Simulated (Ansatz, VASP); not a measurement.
# Cross-check of Si7Ge between VASP and Ansatz, part 3 of 3

One calculation is typed for both programs; each brings its own data sets. How far apart do they land? The cell is generated by rule, not measured, and may not be a known phase. The cell is taken from a series of runs on this material, whose earlier steps may have relaxed, scaled, displaced or heated it; both programs get it as it stands.

VASP 6.6.1 and Ansatz 0.2.0.

So far: The structure; Ansatz: zone-centre phonons, PBEsol; VASP: zone-centre phonons, PBEsol.

## 3. VASP: zone-centre phonons, PBEsol (continued)

Level of this step: PBEsol; plane waves and PAW (Si, Ge_d); invented cell (VASP).

Numbers of over 12 decimals in the logs are rounded to 6 here.

OUTCAR, selected parts (step 3):

```text
ion  position               nearest neighbor table
   1  0.500  0.500  0.000-   4 2.36   5 2.36   6 2.36   7 2.36
   2  0.500  0.000  0.500-   4 2.36   5 2.36   6 2.36   7 2.36
   3  0.000  0.500  0.500-   4 2.36   5 2.36   6 2.36   7 2.36
   4  0.253  0.253  0.253-   1 2.36   2 2.36   3 2.36   8 2.39
   5  0.747  0.747  0.253-   1 2.36   2 2.36   3 2.36   8 2.39
   6  0.747  0.253  0.747-   1 2.36   2 2.36   3 2.36   8 2.39
   7  0.253  0.747  0.747-   1 2.36   2 2.36   3 2.36   8 2.39
   8  0.000  0.000  0.000-   4 2.39   5 2.39   6 2.39   7 2.39

  LATTYP: Found a simple cubic cell.
 ALAT       =     5.4589576355

 Subroutine GETGRP returns: Found 24 space group operations
 (whereof 24 operations were pure point group operations)

The static configuration has the point symmetry T_d .

   k-points           NKPTS =    216   k-points in BZ     NKDIM =    216   number of bands    NBANDS=     29

   dimension x,y,z NGX =    40 NGY =   40 NGZ =   40
   dimension x,y,z NGXF=    80 NGYF=   80 NGZF=   80

   ENCUT  =  500.0 eV  36.75 Ry    6.06 a.u.   9.95  9.95  9.95*2*pi/ulx,y,z

   NELECT =      42.0000    total number of electrons

 k-points in reciprocal lattice and weights: Points of the shifted mesh
   0.08333333  0.08333333  0.08333333       0.005
   0.08333333  0.08333333  0.25000000       0.005
   0.08333333  0.08333333  0.41666667       0.005
   0.08333333  0.08333333  0.58333333       0.005
   0.08333333  0.08333333  0.75000000       0.005
   0.08333333  0.08333333  0.91666667       0.005
   0.08333333  0.25000000  0.08333333       0.005
   0.08333333  0.25000000  0.25000000       0.005
   0.08333333  0.25000000  0.41666667       0.005
[...]
-----------------------------------------------------------------------------------
    total drift:                               -0.000000     -0.000000     -0.000000

 Eigenvectors and eigenvalues of the dynamical matrix
 ----------------------------------------------------

   1 f  =   14.932157 THz    93.821507 2PiTHz  498.083133 cm-1    61.754410 meV
             X         Y         Z           dx          dy          dz
      2.729479  2.729479  0.000000     0.153444    0.344321   -0.000000
      2.729479  0.000000  2.729479     0.153444    0.417143   -0.000000
      0.000000  2.729479  2.729479     0.185897    0.344321    0.000000
      1.378900  1.378900  1.378900    -0.067913   -0.276881    0.100075
      4.080058  4.080058  1.378900    -0.067913   -0.276881   -0.100075
      4.080058  1.378900  4.080058    -0.206363   -0.338581   -0.038375
      1.378900  4.080058  4.080058    -0.206363   -0.338581    0.038375
      0.000000  0.000000  0.000000     0.034680    0.077820    0.000000

   2 f  =   14.932157 THz    93.821507 2PiTHz  498.083133 cm-1    61.754410 meV
             X         Y         Z           dx          dy          dz
      2.729479  2.729479  0.000000    -0.000000    0.000000    0.456690
      2.729479  0.000000  2.729479    -0.000000    0.000000    0.376964
      0.000000  2.729479  2.729479    -0.000000    0.000000    0.376964
      1.378900  1.378900  1.378900     0.075788    0.075788   -0.336905
      4.080058  4.080058  1.378900    -0.075788   -0.075788   -0.336905
      4.080058  1.378900  4.080058     0.075788   -0.075788   -0.336905
      1.378900  4.080058  4.080058    -0.075788    0.075788   -0.336905
      0.000000  0.000000  0.000000    -0.000000    0.000000    0.085197

   3 f  =   14.932157 THz    93.821507 2PiTHz  498.083133 cm-1    61.754410 meV
             X         Y         Z           dx          dy          dz
      2.729479  2.729479  0.000000     0.344321   -0.153444    0.000000
      2.729479  0.000000  2.729479     0.344321   -0.185897    0.000000
      0.000000  2.729479  2.729479     0.417143   -0.153444    0.000000
      1.378900  1.378900  1.378900    -0.338581    0.206363    0.038375
      4.080058  4.080058  1.378900    -0.338581    0.206363   -0.038375
      4.080058  1.378900  4.080058    -0.276881    0.067913    0.100075
      1.378900  4.080058  4.080058    -0.276881    0.067913   -0.100075
      0.000000  0.000000  0.000000     0.077820   -0.034680    0.000000

   4 f  =   13.600360 THz    85.453582 2PiTHz  453.659176 cm-1    56.246544 meV
             X         Y         Z           dx          dy          dz
      2.729479  2.729479  0.000000     0.038327   -0.389433   -0.000000
      2.729479  0.000000  2.729479    -0.038327    0.000000   -0.308248
      0.000000  2.729479  2.729479     0.000000    0.389433    0.308248
      1.378900  1.378900  1.378900     0.351440   -0.174579   -0.176862
      4.080058  4.080058  1.378900     0.040895    0.135966    0.176862
      4.080058  1.378900  4.080058    -0.040895    0.174579    0.215474
      1.378900  4.080058  4.080058    -0.351440   -0.135966   -0.215474
      0.000000  0.000000  0.000000    -0.000000   -0.000000    0.000000

   5 f  =   13.600360 THz    85.453582 2PiTHz  453.659176 cm-1    56.246544 meV
             X         Y         Z           dx          dy          dz
      2.729479  2.729479  0.000000     0.496050    0.045373   -0.000000
      2.729479  0.000000  2.729479    -0.496050   -0.000000    0.004354
      0.000000  2.729479  2.729479    -0.000000   -0.045373   -0.004354
      1.378900  1.378900  1.378900    -0.025049   -0.247681    0.272730
      4.080058  4.080058  1.378900    -0.020663   -0.252067   -0.272730
      4.080058  1.378900  4.080058     0.020663    0.247681    0.227018
      1.378900  4.080058  4.080058     0.025049    0.252067   -0.227018
      0.000000  0.000000  0.000000    -0.000000   -0.000000    0.000000

   6 f  =   13.600360 THz    85.453582 2PiTHz  453.659176 cm-1    56.246544 meV
             X         Y         Z           dx          dy          dz
      2.729479  2.729479  0.000000    -0.024673    0.307289    0.000000
      2.729479  0.000000  2.729479     0.024673    0.000000   -0.391290
      0.000000  2.729479  2.729479    -0.000000   -0.307289    0.391290
      1.378900  1.378900  1.378900     0.042313   -0.184675    0.142361
      4.080058  4.080058  1.378900    -0.351893    0.209532   -0.142361
      4.080058  1.378900  4.080058     0.351893    0.184675   -0.167218
      1.378900  4.080058  4.080058    -0.042313   -0.209532    0.167218
      0.000000  0.000000  0.000000    -0.000000   -0.000000   -0.000000

   7 f  =   12.990061 THz    81.618960 2PiTHz  433.301792 cm-1    53.722551 meV
             X         Y         Z           dx          dy          dz
      2.729479  2.729479  0.000000     0.014316    0.005970    0.587938
      2.729479  0.000000  2.729479     0.014316   -0.010070   -0.348575
      0.000000  2.729479  2.729479    -0.024146    0.005970   -0.348575
      1.378900  1.378900  1.378900     0.203058    0.200157    0.076888
      4.080058  4.080058  1.378900    -0.217583   -0.220485    0.101368
      4.080058  1.378900  4.080058     0.210263   -0.203210    0.084092
      1.378900  4.080058  4.080058    -0.210379    0.217432    0.094163
      0.000000  0.000000  0.000000     0.006321    0.002636   -0.153916

   8 f  =   12.990061 THz    81.618960 2PiTHz  433.301792 cm-1    53.722551 meV
             X         Y         Z           dx          dy          dz
      2.729479  2.729479  0.000000    -0.242840   -0.250141    0.024048
      2.729479  0.000000  2.729479    -0.242840    0.421911   -0.014257
      0.000000  2.729479  2.729479     0.409596   -0.250141   -0.014257
      1.378900  1.378900  1.378900     0.221623    0.219085    0.301097
      4.080058  4.080058  1.378900     0.204418    0.201879   -0.293806
      4.080058  1.378900  4.080058    -0.080234   -0.091167   -0.000760
      1.378900  4.080058  4.080058    -0.097439   -0.073962    0.008051
      0.000000  0.000000  0.000000    -0.107228   -0.110452   -0.006295

   9 f  =   12.990061 THz    81.618960 2PiTHz  433.301792 cm-1    53.722551 meV
             X         Y         Z           dx          dy          dz
      2.729479  2.729479  0.000000    -0.250138    0.243185    0.010302
      2.729479  0.000000  2.729479    -0.250138   -0.410178   -0.006108
      0.000000  2.729479  2.729479     0.421905    0.243185   -0.006108
      1.378900  1.378900  1.378900    -0.079088    0.092431    0.005757
      4.080058  4.080058  1.378900    -0.086458    0.085061   -0.002634
      4.080058  1.378900  4.080058     0.214374   -0.216792    0.299219
      1.378900  4.080058  4.080058     0.207004   -0.209421   -0.296096
      0.000000  0.000000  0.000000    -0.110450    0.107380   -0.002697

  10 f  =   12.114619 THz    76.118394 2PiTHz  404.100183 cm-1    50.102015 meV
             X         Y         Z           dx          dy          dz
      2.729479  2.729479  0.000000    -0.000000    0.000000    0.000000
      2.729479  0.000000  2.729479    -0.000000   -0.000000   -0.000000
      0.000000  2.729479  2.729479     0.000000    0.000000    0.000000
      1.378900  1.378900  1.378900    -0.310706   -0.073986    0.384692
      4.080058  4.080058  1.378900     0.310706    0.073986    0.384692
      4.080058  1.378900  4.080058     0.310706   -0.073986   -0.384692
      1.378900  4.080058  4.080058    -0.310706    0.073986   -0.384692
      0.000000  0.000000  0.000000    -0.000000   -0.000000   -0.000000

  11 f  =   12.114619 THz    76.118394 2PiTHz  404.100183 cm-1    50.102015 meV
             X         Y         Z           dx          dy          dz
      2.729479  2.729479  0.000000     0.000000   -0.000000   -0.000000
      2.729479  0.000000  2.729479    -0.000000    0.000000   -0.000000
      0.000000  2.729479  2.729479     0.000000    0.000000    0.000000
      1.378900  1.378900  1.378900    -0.264818    0.401488   -0.136670
    [... 145 further lines ...]
      1.378900  4.080058  4.080058     0.085022    0.312368   -0.007722
      0.000000  0.000000  0.000000     0.134588    0.498501   -0.011440

 ELASTIC MODULI CONTR FROM IONIC RELAXATION (kBar)
 Direction    XX          YY          ZZ          XY          YZ          ZX
 --------------------------------------------------------------------------------
 XX          -0.2763      0.0910      0.0910     -0.0000     -0.0000      0.0000
 YY           0.0910     -0.2763      0.0910     -0.0000      0.0000     -0.0000
 ZZ           0.0910      0.0910     -0.2763      0.0000      0.0000      0.0000
 XY          -0.0000     -0.0000      0.0000   -279.1181     -0.0000      0.0000
 YZ          -0.0000     -0.0000     -0.0000     -0.0000   -279.1181      0.0000
 ZX           0.0000     -0.0000      0.0000      0.0000      0.0000   -279.1181
 --------------------------------------------------------------------------------
```

## 4. Comparison

Known differences besides the potentials themselves: fixed occupations in Ansatz, narrow Gaussian smearing in VASP; the cutoff is 420 eV in Ansatz and 500 eV in VASP; Ansatz makes its cores anew for this functional, VASP keeps those of its PBE data sets. Total energies have different zeros and are not compared.

Compared:

```
                    quantity  Ansatz   VASP  difference
  optical mode 1 to 3 (cm⁻¹)   111.5  111.8     -0.23 %
  optical mode 4 to 6 (cm⁻¹)   137.8  137.4     +0.31 %
  optical mode 7 to 9 (cm⁻¹)   336.3  336.3     +0.00 %
      optical mode 10 (cm⁻¹)   398.6  398.5     +0.02 %
optical mode 11 to 12 (cm⁻¹)   403.7  404.1     -0.09 %
optical mode 13 to 15 (cm⁻¹)   432.9  433.3     -0.10 %
optical mode 16 to 18 (cm⁻¹)   452.6  453.7     -0.24 %
optical mode 19 to 21 (cm⁻¹)   497.6  498.1     -0.09 %
```

Modes are paired by rising frequency, not by their patterns, so a pair may set unlike modes beside each other; they are those without the splitting of longitudinal modes.

## 5. Results

```
r.m.s. difference of the optical zone-centre modes, each program's sorted by frequency (zone-centre phonons, PBEsol) : 0.52 cm⁻¹
```

The r.m.s. difference of the optical zone-centre modes, each program's sorted by frequency is 0.52 cm⁻¹ (zone-centre phonons, PBEsol). Such differences can come from data sets, numerical settings and the points named under the comparisons, not from the functional's error against experiment.

[Lines on the potential files, build, host, timing and source positions are cut from VASP's logs without a mark.]

[Logs are printed without paths, hosts, clocks, repeated set-up lines and the standing remarks that a program may print on its own settings, such as how far it seeks lower states.]

[Hosts, paths, dates, database ids (printed as entryN), source tags and the programs' standing remarks are cut or masked in the printed files.]
